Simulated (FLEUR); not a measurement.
# Ge (Fd-3m) in FLEUR: further runs

The runs below take Ge through band structure, equation of state, with LDA (von Barth-Hedin).

Everything below comes from runs of FLEUR MaX-R8.1 (later development tree). Logs are shortened: lines on timing, memory, paths and dates and some standing lists are left out, and cuts for length are marked.

**What was measured.**

From “Temperature-dependent photoluminescence in Ge: experiment and theory”, 2020, arxiv:2003.00143, for a bulk crystal of Ge at 0 K: band gap 0.744 eV (indirect).

“Sub-monolayer structures of Ag overlayers on Ge(111): experimental observations and first-principles study”, 2019, arxiv:1908.00180 quotes, for a bulk crystal of Ge: bulk modulus 75.8 GPa.

The runs below are set against these values where they give the same quantity.

## Step 1: The crystal as given

Symmetry: Fd-3m, No. 227, cubic system. Conventional cell: a = 5.658 Å, b = 5.658 Å, c = 5.658 Å, α = 90.00°, β = 90.00°, γ = 90.00°. Ge (site symmetry -43m) has 4 Ge at 2.45 Å as nearest neighbours.

## Step 2: Band structure, LDA (von Barth-Hedin)

The input, inp.xml:

```xml
<?xml version="1.0" encoding="UTF-8" standalone="no"?>
<fleurInput fleurInputVersion="0.39">
   <comment>
      Ge                                                                                                  
   </comment>
   <calculationSetup>
      <cutoffs Kmax="4.58" Gmax="14.2" GmaxXC="14.2" numbands="0"/>
      <scfLoop itmax="60" minDistance="0.00001" maxIterBroyd="15" imix="Anderson" alpha="0.05" precondParam="0.0" spinf="2.0" sdNocoIR="T"/>
      <coreElectrons ctail="T" frcor="F" kcrel="0" coretail_lmax="0"/>
      <xcFunctional name="bh" relativisticCorrections="F"/>
      <magnetism jspins="1"/>
      <soc l_soc="F" theta="0.0" phi="0.0" spav="F"/>
      <expertModes spex="0" secvar="F"/>
      <geometryOptimization l_f="F" forcealpha="1.0" forcemix="BFGS" epsdisp="0.00001" epsforce="0.00001"/>
      <ldaU l_linMix="F" mixParam="0.05" spinf="1.0"/>
   </calculationSetup>
   <cell>
      <bzIntegration valenceElectrons="44.0" mode="hist" fermiSmearingEnergy="0.00183747">
         <kPointListSelection listName="default-1"/>
         <!-- k-points included here -->
         <xi:include xmlns:xi="http://www.w3.org/2001/XInclude" href="kpts.xml"> </xi:include>
      </bzIntegration>
      <!-- symmetry operations included here -->
      <xi:include xmlns:xi="http://www.w3.org/2001/XInclude" href="sym.xml"> </xi:include>
      <bulkLattice scale="1.0">
         <bravaisMatrix>
            <row-1>    0.0000000000000000     5.3458651311421859     5.3458651311421859</row-1>
            <row-2>    5.3458651311421859     0.0000000000000000     5.3458651311421859</row-2>
            <row-3>    5.3458651311421859     5.3458651311421859     0.0000000000000000</row-3>
         </bravaisMatrix>
      </bulkLattice>
   </cell>
   <atomSpecies>
      <species name="Germanium (Ge)" element="Ge" atomicNumber="32">
         <mtSphere radius="2.14" gridPoints="707" logIncrement="0.017"/>
         <atomicCutoffs lmax="9" lnonsphr="7"/>
         <electronConfig flipSpins="F">
            <coreConfig>(1s1/2) (2s1/2) (2p1/2) (2p3/2)</coreConfig>
            <valenceConfig>(3s1/2) (3p1/2) (3p3/2) (4s1/2) (3d3/2) (3d5/2) (4p1/2) (4p3/2)</valenceConfig>
            <stateOccupation state="(4p1/2)" spinUp="0.333333" spinDown="0.333333"/>
            <stateOccupation state="(4p3/2)" spinUp="0.666667" spinDown="0.666667"/>
         </electronConfig>
         <energyParameters s="4" p="4" d="3" f="4"/>
         <lo type="SCLO" l="0" n="3" eDeriv="0"/>
         <lo type="SCLO" l="1" n="3" eDeriv="0"/>
         <lo type="SCLO" l="1" n="3" eDeriv="1"/>
         <lo type="HELO" l="2" n="4" eDeriv="0"/>
         <lo type="HELO" l="2" n="4" eDeriv="1"/>
         <lo type="SCLO" l="3" n="4" eDeriv="2"/>
      </species>
   </atomSpecies>
   <atomGroups>
      <atomGroup species="Germanium (Ge)">
         <relPos label="                   1">-3.000/8.000 -3.000/8.000 -3.000/8.000</relPos>
         <relPos label="                   2">3.000/8.000 3.000/8.000 3.000/8.000</relPos>
         <force calculate="T" relaxXYZ="TTT"/>
      </atomGroup>
   </atomGroups>
   <output dos="F" band="F" slice="F">
      <checks vchk="F" cdinf="F"/>
      <bandDOS minEnergy="-.5*Htr" maxEnergy="0.5*Htr" sigma="0.015" storeEVData="T"/>
      <vacuumDOS vacdos="F" integ="F" star="F" nstars="0" locx1="0.0" locy1="0.0" locx2="0.0" locy2="0.0" nstm="0" tworkf="0.0"/>
      <unfoldingBand unfoldBand="F" supercellX="1" supercellY="1" supercellZ="1"/>
      <plotting iplot="0" polar="F">
         <plot TwoD="T" vec1="  1.0  0.0  0.0" vec2="  0.0  1.0  0.0" vec3="  0.0  0.0  1.0" zero="  0.0  0.0  0.0" file="plot"/>
      </plotting>
      <chargeDensitySlicing numkpt="0" minEigenval="0.0" maxEigenval="0.0" nnne="0" pallst="F"/>
      <specialOutput eonly="F"/>
      <moessbauerParams electricFieldGradient="T" isomerShift="T" coreHyperfine="T" valenceHyperfine="T"/>
      <magneticCircularDichroism mcd="F" energyLo="-10.0" energyUp="0.0"/>
   </output>
  <!-- We include the file relax.xml here to enable relaxations (see documentation) -->
  <xi:include xmlns:xi="http://www.w3.org/2001/XInclude" href="relax.xml"> <xi:fallback/> </xi:include>
</fleurInput>
```

The input, crystal.txt:

```
Ge
&input cartesian=F /
0.0000000000  2.8289100000  2.8289100000
2.8289100000  0.0000000000  2.8289100000
2.8289100000  2.8289100000  0.0000000000
1.8897261246
1.0 1.0 1.0

2
32 0.7500000000  0.7500000000  0.7500000000
32 0.5000000000  0.5000000000  0.5000000000

&kpt div1=8 div2=8 div3=8 gamma=T /
```

The input, inp.xml (bands):

```
<?xml version="1.0" encoding="UTF-8" standalone="no"?>
<fleurInput fleurInputVersion="0.39">
   <comment>
      Ge                                                                                                  
   </comment>
   <calculationSetup>
      <cutoffs Kmax="4.58" Gmax="14.2" GmaxXC="14.2" numbands="0"/>
      <scfLoop itmax="60" minDistance="0.00001" maxIterBroyd="15" imix="Anderson" alpha="0.05" precondParam="0.0" spinf="2.0" sdNocoIR="T"/>
      <coreElectrons ctail="T" frcor="F" kcrel="0" coretail_lmax="0"/>
      <xcFunctional name="bh" relativisticCorrections="F"/>
      <magnetism jspins="1"/>
      <soc l_soc="F" theta="0.0" phi="0.0" spav="F"/>
      <expertModes spex="0" secvar="F"/>
      <geometryOptimization l_f="F" forcealpha="1.0" forcemix="BFGS" epsdisp="0.00001" epsforce="0.00001"/>
      <ldaU l_linMix="F" mixParam="0.05" spinf="1.0"/>
   </calculationSetup>
   <cell>
      <bzIntegration valenceElectrons="44.0" mode="hist" fermiSmearingEnergy="0.00183747">
         <kPointListSelection listName="path-1"/>
         <!-- k-points included here -->
         <xi:include xmlns:xi="http://www.w3.org/2001/XInclude" href="kpts.xml"> </xi:include>
      </bzIntegration>
      <!-- symmetry operations included here -->
      <xi:include xmlns:xi="http://www.w3.org/2001/XInclude" href="sym.xml"> </xi:include>
      <bulkLattice scale="1.0">
         <bravaisMatrix>
            <row-1>    0.0000000000000000     5.3458651311421859     5.3458651311421859</row-1>
            <row-2>    5.3458651311421859     0.0000000000000000     5.3458651311421859</row-2>
            <row-3>    5.3458651311421859     5.3458651311421859     0.0000000000000000</row-3>
         </bravaisMatrix>
      </bulkLattice>
   </cell>
   <atomSpecies>
      <species name="Germanium (Ge)" element="Ge" atomicNumber="32">
         <mtSphere radius="2.14" gridPoints="707" logIncrement="0.017"/>
         <atomicCutoffs lmax="9" lnonsphr="7"/>
         <electronConfig flipSpins="F">
            <coreConfig>(1s1/2) (2s1/2) (2p1/2) (2p3/2)</coreConfig>
            <valenceConfig>(3s1/2) (3p1/2) (3p3/2) (4s1/2) (3d3/2) (3d5/2) (4p1/2) (4p3/2)</valenceConfig>
            <stateOccupation state="(4p1/2)" spinUp="0.333333" spinDown="0.333333"/>
            <stateOccupation state="(4p3/2)" spinUp="0.666667" spinDown="0.666667"/>
         </electronConfig>
         <energyParameters s="4" p="4" d="3" f="4"/>
         <lo type="SCLO" l="0" n="3" eDeriv="0"/>
         <lo type="SCLO" l="1" n="3" eDeriv="0"/>
         <lo type="SCLO" l="1" n="3" eDeriv="1"/>
         <lo type="HELO" l="2" n="4" eDeriv="0"/>
         <lo type="HELO" l="2" n="4" eDeriv="1"/>
         <lo type="SCLO" l="3" n="4" eDeriv="2"/>
      </species>
   </atomSpecies>
   <atomGroups>
      <atomGroup species="Germanium (Ge)">
         <relPos label="                   1">-3.000/8.000 -3.000/8.000 -3.000/8.000</relPos>
         <relPos label="                   2">3.000/8.000 3.000/8.000 3.000/8.000</relPos>
         <force calculate="T" relaxXYZ="TTT"/>
      </atomGroup>
   </atomGroups>
   <output dos="F" band="T" slice="F">
      <checks vchk="F" cdinf="F"/>
      <bandDOS minEnergy="-.5*Htr" maxEnergy="0.5*Htr" sigma="0.015" storeEVData="T"/>
      <vacuumDOS vacdos="F" integ="F" star="F" nstars="0" locx1="0.0" locy1="0.0" locx2="0.0" locy2="0.0" nstm="0" tworkf="0.0"/>
      <unfoldingBand unfoldBand="F" supercellX="1" supercellY="1" supercellZ="1"/>
      <plotting iplot="0" polar="F">
         <plot TwoD="T" vec1="  1.0  0.0  0.0" vec2="  0.0  1.0  0.0" vec3="  0.0  0.0  1.0" zero="  0.0  0.0  0.0" file="plot"/>
      </plotting>
      <chargeDensitySlicing numkpt="0" minEigenval="0.0" maxEigenval="0.0" nnne="0" pallst="F"/>
      <specialOutput eonly="F"/>
      <moessbauerParams electricFieldGradient="T" isomerShift="T" coreHyperfine="T" valenceHyperfine="T"/>
      <magneticCircularDichroism mcd="F" energyLo="-10.0" energyUp="0.0"/>
   </output>
  <!-- We include the file relax.xml here to enable relaxations (see documentation) -->
  <xi:include xmlns:xi="http://www.w3.org/2001/XInclude" href="relax.xml"> <xi:fallback/> </xi:include>
</fleurInput>
```

Potentials or basis: all-electron, FLAPW.

Started as:

```console
> inpgen -f crystal.txt -profile fastHighL
> # inp.xml edited to the form shown
> fleur_MPI
> fleur_MPI   # second run, on inp.xml (bands)
```

The program printed:

```text
Welcome to FLEUR        (www.flapw.de)
      MaX-Release 8.1          (www.max-centre.eu)

 ========== k-point set info ==========
 Selected k-point list: default-1
 k-point list type: mesh
 8 x 8 x 8
 Number of k points: 29

 ------------Calculation Setup---------------------------
 Number of MPI-tasks      :            1
 Number of PE/node        :            1
 Number of OMP-threads    :            1
 Most efficient MPI parallelization for:
           1          29
 Additional eigenvalue parallelization possible
 Number of basis functions:          615
 Approximate size of matrices (H+S) per k-point:         0.006 GB
 --------------------------------------------------------
 Iteration:     1   Distance:       6.57066176 me/bohr^3
 Iteration:     2   Distance:       6.14618850 me/bohr^3
 Iteration:     3   Distance:       2.34060354 me/bohr^3
 Iteration:     4   Distance:       0.42945867 me/bohr^3
 Iteration:     5   Distance:       0.44046525 me/bohr^3
 Iteration:     6   Distance:       0.04273106 me/bohr^3
 Iteration:     7   Distance:       0.04921884 me/bohr^3
 Iteration:     8   Distance:       0.01243607 me/bohr^3
 Iteration:     9   Distance:       0.00051663 me/bohr^3
 Iteration:    10   Distance:       0.00046615 me/bohr^3
 Iteration:    11   Distance:       0.00002454 me/bohr^3
 Iteration:    12   Distance:       0.00001158 me/bohr^3
 Iteration:    13   Distance:       0.00000041 me/bohr^3

 ********************************************************************
 Run finished successfully
 Stop message:
   all done
 ********************************************************************
```

output (bands):

```text
Welcome to FLEUR        (www.flapw.de)
      MaX-Release 8.1          (www.max-centre.eu)

 ========== k-point set info ==========
 Selected k-point list: path-1
 k-point list type: path
 Number of k points: 60

 ------------Calculation Setup---------------------------
 Number of MPI-tasks      :            1
 Number of PE/node        :            1
 Number of OMP-threads    :            1
 Most efficient MPI parallelization for:
           1           2           3           4           5           6          10          12          15          20          30          60
 Additional eigenvalue parallelization possible
 Number of basis functions:          615
 Approximate size of matrices (H+S) per k-point:         0.006 GB
 --------------------------------------------------------
 Fermi energy correction for metals:
 Fermi energy in bands.* files may not be consistent with last density.
 Please correct it manually (e.g. in band.gnu file).

 Note: Band structure data (together with different weights) is also stored in the banddos.hdf file.
       A convenient way of extracting and plotting the data from that file is by making use of the

 ********************************************************************
 Run finished successfully
 Stop message:
   Charge density postprocessing done.
 ********************************************************************
```

out.xml (last iteration):

```text
<iteration numberForCurrentRun="   13" overallNumber="   13">
         <energyParameters units="Htr">
            <atomicEP atomType="1" spin="1" branch="4s" branchLowest="-5.78" branchHighest="1.01" value="-0.1865732482"/>
            <atomicEP atomType="1" spin="1" branch="4p" branchLowest="-3.86" branchHighest="1.71" value="0.0274265684"/>
            <atomicEP atomType="1" spin="1" branch="3d" branchLowest="-9.99" branchHighest="-0.67" value="-0.7023334811"/>
            <atomicEP atomType="1" spin="1" branch="4f" branchLowest="-9.99" branchHighest="3.64" value="0.3861896467"/>
            <loAtomicEP atomType="1" spin="1" branch="3s" branchLowest="-49.93" branchHighest="-5.78" value="-5.7849396786"/>
            <loAtomicEP atomType="1" spin="1" branch="3p" branchLowest="-43.63" branchHighest="-3.86" value="-3.8630138161"/>
            <loAtomicEP atomType="1" spin="1" branch="3p" branchLowest="-43.63" branchHighest="-3.86" value="-3.8630138161"/>
            <heloAtomicEP atomType="1" spin="1" branch="4d" branchLowest="2.12" branchHighest="2.12" value="2.1227985479"/>
            <heloAtomicEP atomType="1" spin="1" branch="4d" branchLowest="2.12" branchHighest="2.12" value="2.1227985479"/>
            <loAtomicEP atomType="1" spin="1" branch="4f" branchLowest="-9.99" branchHighest="3.64" value="0.3861937915"/>
         </energyParameters>
         <eigenvalues>
            <eigenvaluesAt spin="1" ikpt="1" k_x="0.00000000" k_y="0.00000000" k_z="0.00000000">
                      -5.7849825819       -5.7848924938       -3.8610674491       -3.8610674491       -3.8610674491
                      -3.8607402493       -3.8607402493       -3.8607402493       -0.7152547225       -0.7152547225
                      -0.7152547225       -0.7139097349       -0.7139097349       -0.7061392894       -0.7061392894
                      -0.7061392894       -0.7056742533       -0.7056742533       -0.2705627968        0.1935565627
                       0.2004450445        0.2004450445        0.2004450445        0.2934883552        0.2934883552
                       0.2934883552        0.4295101954        0.5502716005        0.5502716005        0.5944571113
                       0.5944571113        0.5944571113        0.7012991072        1.1169960591
            </eigenvaluesAt>
            <eigenvaluesAt spin="1" ikpt="2" k_x="0.00000000" k_y="0.00000000" k_z="0.12500000">
                      -5.7849799729       -5.7848950090       -3.8610701911       -3.8610701911       -3.8610613586
[... 38 lines left out ...]
            <state n="2" l="0" j="0.5" energy="-49.9309574397" weight="1.0000000000"/>
            <state n="2" l="1" j="0.5" energy="-44.4209011730" weight="1.0000000000"/>
            <state n="2" l="1" j="1.5" energy="-43.2520252004" weight="2.0000000000"/>
         </coreStates>
         <allElectronCharges>
            <spinDependentCharge spin="1" total="64.0000000" interstitial="4.0815718" mtSpheres="59.9184282"/>
            <totalCharge value="64.0000000008"/>
         </allElectronCharges>
         <moessbauerParams unitsHFF="kG" unitsIS="e/bohr^3" unitsEFG="Htr/bohr^2">
            <coreIsomerShift atomType="1" isTotal="31298.47003">
               <shell n="1" l="0" isomerShift="28416.47751"/>
               <shell n="2" l="0" isomerShift="2856.85984"/>
               <shell n="2" l="1" isomerShift="25.13268"/>
            </coreIsomerShift>
            <isomerShift atomType="1" nucleusRadius="0.0000986" averageDensity="31767.28807"/>
            <electricFieldGradient atomType="1" VXX="0.00000" VYY="0.00000" VZZ="0.00000" asymParam="0.00000">
            </electricFieldGradient>
         </moessbauerParams>
         <totalEnergy                                    value="    -4193.4423995372" units="Htr">
            <sumOfEigenvalues                            value="    -2413.5122566138">
               <coreElectrons value="-2329.7719539846"/>
               <valenceElectrons value="-83.7403026292"/>
            </sumOfEigenvalues>
            <densityCoulombPotentialIntegral value="-6487.2946753717"/>
            <densityEffectivePotentialIntegral value="-6691.7739676733"/>
            <chargeDenXCDenIntegral value="-154.6762440587"/>
            <FockExchangeEnergyValence value="0.0000000000"/>
            <FockExchangeEnergyCore value="0.0000000000"/>
            <atomTypeDependentContributions atomType="1">
               <electronNucleiInteractionDifferentMTs value="5040.3079770461"/>
               <MadelungTerm value="-33.0725518060"/>
            </atomTypeDependentContributions>
            <tkbTimesEntropy value="0.0000362907"/>
            <freeEnergy value="-4193.4424358280"/>
            <extrapolationTo0K value="-4193.4424176826"/>
         </totalEnergy>
         <densityConvergence units="me/bohr^3">
            <chargeDensity spin="1" distance="0.0000004136"/>
         </densityConvergence>
      </iteration>
```

Run time: 34 s. Hardware: 1 thread of Arm Neoverse V2, shared host; peak memory 0.06 GiB.

What came out:

```yaml
Free_energy: -114109.3818 eV
Band_gap_along_the_path: none (metal or under the smearing width)
Valence_electrons_inside_the_program's_atomic_spheres: Ge 19.96 (radii Ge 2.14 bohr)
```

Levels at the corners of the path, in eV from the Fermi level:
```csv
point,band 18,band 19,band 20,band 21,band 22,band 23,band 24,band 25,band 26,band 27
Γ,-24.64,-12.80,-0.17,0.02,0.02,0.02,2.55,2.55,2.55,6.25
X,-24.59,-8.92,-8.92,-3.05,-3.05,0.70,0.70,9.42,9.42,11.47
W,-24.58,-8.83,-8.83,-3.89,-3.89,4.27,4.27,4.68,4.68,10.95
K,-24.58,-9.39,-8.33,-4.32,-2.61,1.11,4.04,7.13,7.34,8.12
Γ,-24.64,-12.80,-0.17,0.02,0.02,0.02,2.55,2.55,2.55,6.25
L,-24.61,-10.71,-7.62,-1.38,-1.38,0.07,3.75,3.75,7.02,10.42
U,-24.58,-9.39,-8.33,-4.32,-2.61,1.11,4.04,7.13,7.34,8.12
W,-24.58,-8.83,-8.83,-3.89,-3.89,4.27,4.27,4.68,4.68,10.95
L,-24.61,-10.71,-7.62,-1.38,-1.38,0.07,3.75,3.75,7.02,10.42
K,-24.58,-9.39,-8.33,-4.32,-2.61,1.11,4.04,7.13,7.34,8.12
U,-24.58,-9.39,-8.33,-4.32,-2.61,1.11,4.04,7.13,7.34,8.12
X,-24.59,-8.92,-8.92,-3.05,-3.05,0.70,0.70,9.42,9.42,11.47
```

Core levels (eV from the Fermi level):
```tsv
atom	levels
1 Ge	1s1/2 -10933.2, 2s1/2 -1364.1, 2p1/2 -1214.2, 2p3/2 -1182.4
2 Ge	1s1/2 -10933.2, 2s1/2 -1364.1, 2p1/2 -1214.2, 2p3/2 -1182.4
```

Caveat: this crystal is a semiconductor, whose small gap the functional closes, so the metal is an error of the method.

## Step 3: Equation of state, LDA (von Barth-Hedin), 21.28 Å³/atom (volume scaled by 0.94)

Edit inp.xml of step 2 so:

```diff
@@ -6,3 +6,3 @@
    <calculationSetup>
-      <cutoffs Kmax="4.58" Gmax="14.2" GmaxXC="14.2" numbands="0"/>
+      <cutoffs Kmax="4.71" Gmax="14.6" GmaxXC="14.6" numbands="0"/>
       <scfLoop itmax="60" minDistance="0.00001" maxIterBroyd="15" imix="Anderson" alpha="0.05" precondParam="0.0" spinf="2.0" sdNocoIR="T"/>
@@ -24,3 +24,3 @@
       <xi:include xmlns:xi="http://www.w3.org/2001/XInclude" href="sym.xml"> </xi:include>
-      <bulkLattice scale="1.0">
+      <bulkLattice scale="0.9795861087">
          <bravaisMatrix>
@@ -34,3 +34,3 @@
       <species name="Germanium (Ge)" element="Ge" atomicNumber="32">
-         <mtSphere radius="2.14" gridPoints="707" logIncrement="0.017"/>
+         <mtSphere radius="2.08" gridPoints="707" logIncrement="0.017"/>
          <atomicCutoffs lmax="9" lnonsphr="7"/>
```

Potentials or basis: all-electron, FLAPW.

Started as:

```console
> inpgen -f crystal.txt -profile fastHighL
> # inp.xml edited to the form shown
> fleur_MPI
```

Run time: 28 s. Hardware: 1 thread of Arm Neoverse V2, shared host; peak memory 0.08 GiB.

It converged, with:

| Quantity | Value |
| --- | --- |
| Free energy | -114109.3742 eV |
| Band gap on the k mesh | 0.25 eV, indirect (least direct gap 0.39 eV) |
| Valence electrons inside the program's atomic spheres | Ge 19.84 (radii Ge 2.08 bohr) |

## Step 4: Equation of state, LDA (von Barth-Hedin), 21.73 Å³/atom (volume scaled by 0.96)

Edit inp.xml of step 3 so:

```diff
@@ -24,3 +24,3 @@
       <xi:include xmlns:xi="http://www.w3.org/2001/XInclude" href="sym.xml"> </xi:include>
-      <bulkLattice scale="0.9795861087">
+      <bulkLattice scale="0.9864848297">
          <bravaisMatrix>
```

Started as:

```console
> inpgen -f crystal.txt -profile fastHighL
> # inp.xml edited to the form shown
> fleur_MPI
```

Wall time 31 s (1 thread of Arm Neoverse V2, shared host); peak memory 0.09 GiB.

It converged, with:

```yaml
Free_energy: -114109.3848 eV
Band_gap_on_the_k_mesh: 0.18 eV, indirect (least direct gap 0.19 eV)
Valence_electrons_inside_the_program's_atomic_spheres: Ge 19.83 (radii Ge 2.08 bohr)
```

[end of part 1 of 2]
